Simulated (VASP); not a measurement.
# GaAs (F-43m) in VASP: notebook

The runs below take GaAs through relaxation of cell and atoms, with PBEsol, HSE06.

All numbers are computed with VASP 6.6.1; they aren't measurements. Logs are shortened: lines on timing, memory, paths and dates and some standing lists are left out, and cuts for length are marked.

### 1 The structure

The structure is cubic, space group F-43m (No. 216). Conventional cell: a = 5.654 Å, b = 5.654 Å, c = 5.654 Å, α = 90.00°, β = 90.00°, γ = 90.00°. Ga (site symmetry -43m) has 4 As at 2.45 Å as nearest neighbours. Around As (site symmetry -43m) lie 4 Ga at 2.45 Å.

### 2 Relaxation of cell and atoms, PBEsol

Input file INCAR:

```
  PREC = Accurate
  ENCUT = 600
  EDIFF = 1E-6
  ISMEAR = 0
  SIGMA = 0.03
  LREAL = False
  LASPH = True
  NELM = 80
  ALGO = Normal
  ISIF = 3
  LWAVE = False
  LCHARG = False
  GGA = PS
  IBRION = 2
  NSW = 90
  EDIFFG = -0.01
  KPAR = 4
```

Input file KPOINTS:

```
Automatic mesh
0
Gamma
  10 10 10
```

Input file POSCAR:

```
GaAs
1.0
    0.0000000000      2.8268500000      2.8268500000
    2.8268500000      0.0000000000      2.8268500000
    2.8268500000      2.8268500000      0.0000000000
Ga As
1 1
Direct
    0.0000000000      0.0000000000      0.0000000000
    0.2500000000      0.2500000000      0.2500000000
```

Potentials or basis: VASP PAW PBE potentials, release 64 (Ga_d, As).

Command:

```sh
$ cat potpaw_PBE.64/Ga_d/POTCAR potpaw_PBE.64/As/POTCAR > POTCAR
$ mpirun -np 4 vasp_std > vasp.out
```

OUTCAR:

```text
PREC = Accurate
   ENCUT = 600
   EDIFF = 1E-6
   ISMEAR = 0
   LREAL = False
   LASPH = True
   NELM = 80
   ISIF = 3
   GGA = PS
   IBRION = 2
   NSW = 90
   EDIFFG = -0.01

 ion  position               nearest neighbor table
   1  0.000  0.000  0.000-   2 2.45   2 2.45   2 2.45   2 2.45
   2  0.250  0.250  0.250-   1 2.45   1 2.45   1 2.45   1 2.45

  LATTYP: Found a face centered cubic cell.
 ALAT       =     5.6537000000

  Lattice vectors:

 A1 = (   0.0000000000,   2.8268500000,   2.8268500000)
 A2 = (   2.8268500000,   0.0000000000,   2.8268500000)
 A3 = (   2.8268500000,   2.8268500000,   0.0000000000)

Analysis of symmetry for initial positions (statically):
=====================================================================
 Subroutine PRICEL returns:
 Original cell was already a primitive cell.

 Routine SETGRP: Setting up the symmetry group for a
 face centered cubic supercell.

 Subroutine GETGRP returns: Found 24 space group operations
 (whereof 24 operations were pure point group operations)
 out of a pool of 48 trial point group operations.

The static configuration has the point symmetry T_d .

Analysis of symmetry for dynamics (positions and initial velocities):
=====================================================================
 Subroutine PRICEL returns:
 Original cell was already a primitive cell.

 Routine SETGRP: Setting up the symmetry group for a
 face centered cubic supercell.

 Subroutine GETGRP returns: Found 24 space group operations
 (whereof 24 operations were pure point group operations)
 out of a pool of 48 trial point group operations.

The dynamic configuration has the point symmetry T_d .

 Subroutine INISYM returns: Found 24 space group operations
 (whereof 24 operations are pure point group operations),
 and found     1 'primitive' translations

----------------------------------------------------------------------------------------

                                     Primitive cell

  volume of cell :      45.1792

  direct lattice vectors                    reciprocal lattice vectors
     0.000000000  2.826850000  2.826850000    -0.176875321  0.176875321  0.176875321
     2.826850000  0.000000000  2.826850000     0.176875321 -0.176875321  0.176875321
     2.826850000  2.826850000  0.000000000     0.176875321  0.176875321 -0.176875321

  length of vectors
     3.997769609  3.997769609  3.997769609     0.306357042  0.306357042  0.306357042

  position of ions in fractional coordinates (direct lattice)
     0.000000000  0.000000000  0.000000000
     0.250000000  0.250000000  0.250000000

  ion indices of the primitive-cell ions
   primitive index   ion index
                 1           1
                 2           2

----------------------------------------------------------------------------------------

 KPOINTS: Automatic mesh

Automatic generation of k-mesh.
 Grid dimensions read from file:
 generate k-points for:   10   10   10

 Generating k-lattice:

  Cartesian coordinates                     Fractional coordinates (reciprocal lattice)
    -0.017687532  0.017687532  0.017687532     0.100000000  0.000000000  0.000000000
     0.017687532 -0.017687532  0.017687532     0.000000000  0.100000000  0.000000000
     0.017687532  0.017687532 -0.017687532     0.000000000  0.000000000  0.100000000

  Length of vectors
     0.030635704  0.030635704  0.030635704

  Shift w.r.t. Gamma in fractional coordinates (k-lattice)
     0.000000000  0.000000000  0.000000000

 Subroutine IBZKPT returns following result:
 ===========================================

 Found     47 irreducible k-points:

 Following reciprocal coordinates:
            Coordinates               Weight
  0.000000  0.000000  0.000000      1.000000
  0.100000  0.000000  0.000000      8.000000
  0.200000  0.000000  0.000000      8.000000
  0.300000  0.000000  0.000000      8.000000
  0.400000  0.000000  0.000000      8.000000
  0.500000  0.000000  0.000000      4.000000
[... 16 lines left out ...]
  0.300000  0.300000  0.000000      6.000000
  0.400000  0.300000  0.000000     24.000000
 [... further k-points ...]
   k-points           NKPTS =     47   k-points in BZ     NKDIM =     47   number of bands    NBANDS=     13
   number of dos      NEDOS =    301   number of ions     NIONS =      2
   total plane-waves  NPLWV =  32768
   dimension x,y,z NGX =    32 NGY =   32 NGZ =   32
   dimension x,y,z NGXF=    64 NGYF=   64 NGZF=   64
   ions per type =               1   1
   NGX,Y,Z   is equivalent  to a cutoff of  13.31, 13.31, 13.31 a.u.
   NGXF,Y,Z  is equivalent  to a cutoff of  26.61, 26.61, 26.61 a.u.
 SYSTEM =  unknown system
   PREC   = accura    normal or accurate (medium, high low for compatibility)
   ISTART =      0    job   : 0-new  1-cont  2-samecut
   ICHARG =      2    charge: 1-file 2-atom 10-const
   ISPIN  =      1    spin polarized calculation?
   LNONCOLLINEAR =      F non collinear calculations
   LSORBIT =      F    spin-orbit coupling
   LASPH  =      T    aspherical Exc in radial PAW
   ENCUT  =  600.0 eV  44.10 Ry    6.64 a.u.   7.98  7.98  7.98*2*pi/ulx,y,z
   NELM   =     80;   NELMIN=  2; NELMDL= -5     # of ELM steps
   EDIFF  = 0.1E-05   stopping-criterion for ELM
   LREAL  =      F    real-space projection
   EDIFFG = -.1E-01   stopping-criterion for IOM
   NSW    =     90    number of steps for IOM
   IBRION =      2    ionic relax: 0-MD 1-quasi-New 2-CG
   NFREE  =      1    steps in history (QN), initial steepest desc. (CG)
   ISIF   =      3    stress and relaxation
   ISYM   =      2    0-nonsym 1-usesym 2-fastsym
   POTIM  = 0.5000    time-step for ionic-motion
   TEBEG  =    0.0;   TEEND  =   0.0 temperature during run
   PSTRESS=    0.0 pullay stress
   NELECT =      18.0000    total number of electrons
   NUPDOWN=      -1.0000    fix difference up-down
   EMIN   =  10.00;   EMAX   =-10.00  energy-range for DOS
   EFERMI =   0.00;   METHOD = LEGACY
   ISMEAR =     0;   SIGMA  =   0.03  broadening in eV -4-tet -1-fermi 0-gaus
   EFERMI_NEDOS =   21; number of points for ismear=-14 and -15
   IALGO  =     38    algorithm
   IMIX   =      4    mixing-type and parameters
     AMIX     =   0.40;   BMIX     =  1.00
     AMIX_MAG =   1.60;   BMIX_MAG =  1.00
  volume/ion in A,a.u.               =      22.59       152.44
  Fermi-wavevector in a.u.,A,eV,Ry     =   1.204628  2.276417 19.743799  1.451128
  Thomas-Fermi vector in A             =   2.340347
   LORBIT       =      0    0 simple, 1 ext, 2 COOP (PROOUT), +10 PAW based schemes
   GGA     = PS    functional components
   LHFCALC =     F    Hartree Fock is set to
   AEXX    =    0.0000 exact exchange contribution
   IVDW    =     0    specifies the selected vdW correction
   LEPSILON=     F    determine dielectric tensor
   LRPA    =     F    only Hartree local field effects (RPA)
 conjugate gradient relaxation of ions
 non-spin polarized calculation
 Gauss-broadening in eV      SIGMA  =   0.03
  energy-cutoff  :      600.00
  volume of cell :       45.18
 maximum number of plane-waves:      1524
   NGX = 15   NGY = 15   NGZ = 15

--------------------------------------- Ionic step        1  -------------------------------------------

 number of electron      18.0000011 magnetization

 Free energy of the ion-electron system (eV)
  ---------------------------------------------------
  ext. energy  EPLUGINS =         0.00000000
  ---------------------------------------------------
  free energy    TOTEN  =        -9.09121942 eV

  energy without entropy =       -9.09121942  energy(sigma->0) =       -9.09121942

------------------------ aborting loop because EDIFF is reached ----------------------------------------

  FORCE on cell =-STRESS in cart. coord.  units (eV):
  Direction    XX          YY          ZZ          XY          YZ          ZX
  --------------------------------------------------------------------------------------
  -------------------------------------------------------------------------------------
  Total        0.0926627      0.0926627      0.0926627      0.0000000      0.0000000      0.0000000
  in kB        3.2860739      3.2860739      3.2860739      0.0000000      0.0000000      0.0000000
  external PRESSURE =       3.2860739 kB  Pullay stress =       0.0000000 kB
[... 57 lines left out ...]
  energy  without entropy=       -9.0914190460  energy(sigma->0) =       -9.09141905

--------------------------------------- Ionic step        3  -------------------------------------------

 number of electron      18.0000010 magnetization

 Free energy of the ion-electron system (eV)
  ---------------------------------------------------
  ext. energy  EPLUGINS =         0.00000000
  ---------------------------------------------------
  free energy    TOTEN  =        -9.09145225 eV

  energy without entropy =       -9.09145225  energy(sigma->0) =       -9.09145225

 E-fermi :   3.9313     XC(G=0):  -9.7513

 val. band max:        3.7587646275   @ k =   0.0000   0.0000   0.0000
 cond. band min:       4.1788883418   @ k =   0.0000   0.0000   0.0000
 fundamental gap:      0.4201237143
 Fermi energy:         3.9313055203

 k-point     1 :       0.0000    0.0000    0.0000
  band No.  band energies     occupation
      1     -11.0068      2.00000
      2     -11.0068      2.00000
      3     -11.0068      2.00000
      4     -10.9280      2.00000
      5     -10.9280      2.00000
      6      -8.9588      2.00000
      7       3.7588      2.00000
      8       3.7588      2.00000
      9       3.7588      2.00000
     10       4.1789      0.00000
     11       7.4483      0.00000
     12       7.4483      0.00000
     13       7.4483      0.00000
[... 353 lines left out ...]
 k-point    24 :       0.4000    0.3000    0.0000
  band No.  band energies     occupation
      1     -11.0987      2.00000
      2     -10.9710      2.00000
      3     -10.9695      2.00000
      4     -10.9457      2.00000
      5     -10.9185      2.00000
      6      -7.2261      2.00000
      7      -1.9197      2.00000
      8       1.1627      2.00000
      9       1.5070      2.00000
     10       5.5208      0.00000
     11       6.5347      0.00000
     12      10.9738      0.00000
     13      11.6324      0.00000

 [... further k-points ...]
[... 5 lines left out ...]
  --------------------------------------------------------------------------------------
  -------------------------------------------------------------------------------------
  Total        0.0038439      0.0038439      0.0038439      0.0000000     -0.0000000      0.0000000
  in kB        0.1356596      0.1356596      0.1356596      0.0000000     -0.0000000      0.0000000
  external PRESSURE =       0.1356596 kB  Pullay stress =       0.0000000 kB
[... 17 lines left out ...]
  FREE ENERGIE OF THE ION-ELECTRON SYSTEM (eV)
  ---------------------------------------------------
  free  energy   TOTEN  =        -9.0914522499 eV

  energy  without entropy=       -9.0914522499  energy(sigma->0) =       -9.09145225

 reached required accuracy - stopping structural energy minimisation
```

It took 23 s on 4 MPI ranks of Intel Xeon Platinum 8259CL at 2.50GHz (Skylake/Cascade Lake), shared host; peak memory 0.2 GiB.

What came out:

```
Free energy                            : -9.0915 eV
Relaxed volume                         : 22.70 Å³/atom
Relaxed cell                           : a = 4.004 Å, b = 4.004 Å, c = 4.004 Å, α = 60.00°, β = 60.00°, γ = 60.00°
Space group after relaxing (to 0.05 Å) : F-43m (No. 216)
Energy gained by relaxing              : 0.1 meV/atom
Ionic steps                            : 3
Pressure after relaxing                : 0.0 GPa
Band gap on the k mesh                 : 0.42 eV, direct
```

Step by step:
| step | energy change (eV) | largest force (eV/Å) | pressure (GPa) | volume (Å³) |
| --- | --- | --- | --- | --- |
| 1 | 0.0000 | 0.0000 | 0.33 | 45.18 |
| 2 | -0.0002 | 0.0000 | -0.18 | 45.48 |
| 3 | -0.0002 | 0.0000 | 0.01 | 45.40 |

Final structure:
```
Ga As
1.0
     0.00000    2.83140    2.83140
     2.83140    0.00000    2.83140
     2.83140    2.83140    0.00000
Ga As
1 1
Direct
  0.00000 0.00000 0.00000
  0.25000 0.25000 0.25000
```

Caveat: the PAW data sets were made with another functional, which shifts forces and pressure a little.

### 3 Relaxation of cell and atoms, HSE06

This run uses another cell than the first one, of 22.70 Å³/atom, 1.005 times its volume.

Input file POSCAR:

```
GaAs                                    
1.0
    0.0000000000      2.8313993248      2.8313993248
    2.8313993248      0.0000000000      2.8313993248
    2.8313993248      2.8313993248      0.0000000000
  Ga              As            
     1     1
Direct
     0.0000000000000000    0.0000000000000000    0.0000000000000000
     0.2500000000000000    0.2500000000000000    0.2500000000000000
```

Input file INCAR.step1:

```
  PREC = Accurate
  ENCUT = 520
  EDIFF = 1E-5
  ISMEAR = 0
  SIGMA = 0.03
  LREAL = False
  LASPH = True
  NELM = 80
  ALGO = Normal
  LWAVE = True
  LCHARG = False
  KPAR = 4
  GGA = PE
```

Input file INCAR.step2:

```
  PREC = Accurate
  ENCUT = 520
  EDIFF = 1E-6
  ISMEAR = 0
  SIGMA = 0.03
  LREAL = False
  LASPH = True
  NELM = 80
  ALGO = Normal
  ISIF = 3
  LWAVE = False
  LCHARG = False
  GGA = PE
  LHFCALC = True
  HFSCREEN = 0.2
  PRECFOCK = Fast
  IBRION = 2
  NSW = 25
  EDIFFG = -0.01
  KPAR = 4
  ISTART = 1
```

Input file KPOINTS:

```
Automatic mesh
0
Gamma
  6 6 6
```

Potentials or basis: VASP PAW PBE potentials, release 64 (Ga_d, As).

Command:

```sh
$ cat potpaw_PBE.64/Ga_d/POTCAR potpaw_PBE.64/As/POTCAR > POTCAR
$ cp INCAR.step1 INCAR
$ mpirun -np 4 vasp_std > vasp.out
$ cp INCAR.step2 INCAR
$ mpirun -np 4 vasp_std > vasp.out
```

It took 29 min on 4 MPI ranks of Intel Xeon Platinum 8259CL at 2.50GHz (Skylake/Cascade Lake), shared host; peak memory 0.27 GiB.

The run converged. Its results:

| Item | Value |
| --- | --- |
| Free energy | -9.8768 eV |
| Relaxed volume | 22.88 Å³/atom |
| Relaxed cell | a = 4.015 Å, b = 4.015 Å, c = 4.015 Å, α = 60.00°, β = 60.00°, γ = 60.00° |
| Space group after relaxing (to 0.05 Å) | F-43m (No. 216) |
| Energy gained by relaxing | 0.3 meV/atom |
| Ionic steps | 5 |
| Pressure after relaxing | 0.0 GPa |
| Band gap on the k mesh | 1.32 eV, direct |

The path:
| step | energy change (eV) | largest force (eV/Å) | pressure (GPa) | volume (Å³) |
| --- | --- | --- | --- | --- |
| 1 | 0.0000 | 0.0000 | 0.60 | 45.40 |
| 2 | -0.0004 | 0.0000 | -0.37 | 45.96 |
| 3 | -0.0006 | 0.0000 | 0.08 | 45.75 |
| 4 | -0.0006 | 0.0000 | -0.10 | 45.79 |
| 5 | -0.0006 | 0.0000 | 0.03 | 45.77 |

Final structure:
```
Ga As
1.0
     0.00000    2.83903    2.83903
     2.83903    0.00000    2.83903
     2.83903    2.83903    0.00000
Ga As
1 1
Direct
  0.00000 0.00000 0.00000
  0.25000 0.25000 0.25000
```

Levels at points of the mesh, in eV from the valence-band top:
```tsv
k point	band 7	band 8	band 9	band 10	band 11	band 12
(0.00, 0.00, 0.00)	0.00	0.00	0.00	1.32	4.55	4.55
(0.50, 0.00, 0.00)	-7.14	-1.21	-1.21	1.74	5.47	5.47
(0.50, 0.50, 0.00)	-7.32	-2.86	-2.86	2.11	2.35	11.43
```

Caveat: the PAW data sets were made with another functional, which shifts forces and pressure a little. A k mesh can miss the band edges.

(Part 1 of 2 ends here.)
